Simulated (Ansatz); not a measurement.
The following input was run with Ansatz 0.2.0.

```yaml
crystal:
  lattice:
    - [3.926879, 0.0, 0.0]
    - [0.0, 4.003047, 0.0]
    - [-0.549155, 0.0, 5.572425]
  atoms:
    - { symbol: Ag, position: [0.184019, 0.25, 0.218081] }
    - { symbol: Ag, position: [0.873278411, 0.75, 0.781919] }
    - { symbol: Cl, position: [0.707658, 0.75, 0.262564] }
    - { symbol: Cl, position: [0.292342, 0.25, 0.737436] }
basis:
  ecutwfc: 420
kpoints:
  mp_grid: { grid: [8, 8, 6] }
hamiltonian:
  xc: pbe
scf:
  occupations: { method: gaussian, width: 0.02 }
output:
  forces: true
  stress: true
  eigenvalues: true
```

Command:
```bash
ansatz run input.yaml --threads 1 --pin off --max-ram 1331MiB --backend cpu --events-out ev --progress --plain --runs-dir out
```

The calculation used DFT PBE, scalar-relativistic, plane waves, PAW (Ansatz 0.2.0).

From the run's log, abridged:

```
Pseudopotentials: kind: paw
Pseudopotential: Ag, paw, valence charge 19, recommended cutoff 420 eV (normal)
Pseudopotential: Cl, paw, valence charge 7, recommended cutoff 420 eV (normal)
Functional definition: PBE
Crystal: 4 atoms, lattice volume = 87.596 Å³
Basis set: ecut = 420 eV, 1731 PW (Γ), exchange–correlation on 54×54×80 points (8 copies of the dense FFT grid, shifted against one another)
Bands: 32, of which v1, the nominal top of the filled ones, is band 26 counted from 1 (25 counted from 0)
Symmetry: 2 space group operations
Space group: Pm (ITA 6), of the structure as read, at distance tolerance 4.4e-5 Å
k-points: 130 of 384 (time reversal used)
Initial density: superposition of atomic densities (neutral atoms: chi_scale 0, normalization atom), corrected by the library's trained network
Initial wavefunctions: pseudopotential atomic-orbital guess
Functional: x = pbe(κ = 0.804, μ = 0.21951497), c = pbe(β = 0.06672455)
SCF iter   1: F=—  HF=-17341.716189 eV  |F-HF|=—  |Δ(HF+E_count)|=         —  Δρ=7.82e-4  dr2=4.58e-4  ethr=1.77e-3  ⟨swp⟩=5.6  Hψ=15903  notcnv=0
SCF iter   2: F=—  HF=-17341.717744 eV  |F-HF|=—  |Δ(HF+E_count)|=   1.56e-3  Δρ=4.06e-4  dr2=1.26e-4  ethr=8.81e-7  ⟨swp⟩=3.3  Hψ=10787  notcnv=0  defer=133
SCF iter   3: F=—  HF=-17341.717821 eV  |F-HF|=—  |Δ(HF+E_count)|=   7.68e-5  Δρ=1.05e-4  dr2=1.42e-5  ethr=2.42e-7  ⟨swp⟩=2.0  Hψ=6253  notcnv=0  defer=39
automatic band count: iteration 3 solves 31 bands in place of 32: the levels show a gap, and the empty bands left out lie too high to hold charge; the band table lists the bands solved (type scf.n_extra_bands for more)
SCF iter   4: F=—  HF=-17341.717826 eV  |F-HF|=—  |Δ(HF+E_count)|=   5.28e-6  Δρ=4.18e-5  dr2=2.42e-6  ethr=2.73e-8  ⟨swp⟩=2.0  Hψ=5967  notcnv=0  defer=39
SCF iter   5: F=—  HF=-17341.717826 eV  |F-HF|=—  |Δ(HF+E_count)|=   3.58e-8  Δρ=2.14e-5  dr2=5.23e-7  ethr=4.66e-9  ⟨swp⟩=2.0  Hψ=6654  notcnv=0  defer=39
SCF iter   6: F=-17341.717826 eV  HF=-17341.717826 eV  |F-HF|=1.39e-8  |Δ(HF+E_count)|=   6.08e-8  Δρ=6.84e-6  dr2=4.89e-8  ethr=1.92e-10  ⟨swp⟩=5.5  Hψ=17108  notcnv=0
SCF 1 converged in 6 iterations: F = -17341.717826 eV  dr2 = 4.89e-8
SCF converged after 6 iterations
Free energy (F): -17341.717826 eV
Harris-Foulkes:  -17341.717826 eV  (|F-HF|=1.39e-8)
Internal energy: -17341.717826 eV  (E = F + TS)
E sigma→0 (E₀):  -17341.717826 eV
Fermi energy:    8.034389 eV
--- Per-component energies (eV) ---
  E_band       = -738.725102
  E_kinetic    = 1377.361305
  E_local      = -6593.928929  (includes V_loc(G=0)·N_el)
  E_nonlocal   = 225.016681
  E_hartree    = 2893.902074
  E_xc         = -579.631345
  E_vxc        = -707.873011  (∫ρ·V_xc dr)
  E_paw        = -9129.380761  (= ΣΔE_a)
  E_vpaw       = -827.108462  (= ΣTr[D̂ρ^β])
  E_aug_tail   = 0.000810  (compensation charges beyond the density's cutoff)
  E_ewald      = -5535.057660
  E_smearing   =  0.000000  (= −TS)
--- Forces (eV/Å), atoms counted from 1 ---
  atom   1  Ag     0.05422573     0.00000000     0.07134477
  atom   2  Ag    -0.27695197     0.00000000     0.02727433
  atom   3  Cl     0.02025074     0.00000000    -0.05210043
  atom   4  Cl     0.20250866     0.00000000    -0.04647326
--- Stress (GPa, compression-positive) ---
        0.194578       0.000000       0.030819
        0.000000       0.648269       0.000000
        0.030819       0.000000      -0.171930
  P = ⅓ Tr σ = 0.2236 GPa (2.236 kbar)
--- Band table (eV; the first three rows and the last of 130) ---
  k-point 0: bands = ["-82.1163", "-82.0706", "-45.6609", "-45.6501", "-45.6402", "-45.6175", "-45.6028", "-45.5932", "-7.2981", "-6.8175", "3.5359", "4.2517", "4.2900", "4.7015", "4.9049", "4.9229", "5.0178", "5.1677", "5.2866", "5.4698", "5.4805", "5.8100", "5.8228", "6.1376", "6.2449", "6.3164", "8.4439", "10.3283", "15.3546", "15.7028", "17.8603"]
  k-point 1: bands = ["-82.1163", "-82.0706", "-45.6609", "-45.6500", "-45.6402", "-45.6176", "-45.6028", "-45.5932", "-7.2660", "-6.8425", "3.4358", "4.2215", "4.2741", "4.4749", "4.8352", "4.9318", "5.1317", "5.1480", "5.3209", "5.4765", "5.5129", "5.7824", "5.8198", "6.1310", "6.2639", "6.4135", "8.8799", "10.5387", "15.3692", "15.4623", "17.5193"]
  k-point 2: bands = ["-82.1163", "-82.0706", "-45.6608", "-45.6500", "-45.6402", "-45.6176", "-45.6028", "-45.5932", "-7.1842", "-6.9103", "3.3202", "3.9331", "4.1672", "4.3451", "4.7478", "4.8756", "5.1691", "5.2807", "5.4527", "5.4679", "5.6187", "5.7696", "5.8150", "6.0959", "6.3115", "6.4840", "9.8443", "10.9760", "14.7485", "15.7203", "16.7525"]
  k-point 129: bands = ["-82.1162", "-82.0706", "-45.6608", "-45.6515", "-45.6411", "-45.6177", "-45.6035", "-45.5943", "-6.8989", "-6.7505", "3.5109", "3.5588", "3.7833", "3.9393", "4.0623", "4.1176", "5.2198", "5.2727", "5.5840", "5.5927", "5.6995", "5.7154", "5.9673", "5.9994", "6.2825", "6.5023", "11.5081", "11.5167", "14.8267", "14.9968", "15.8857"]
```

The calculation finished and met its thresholds.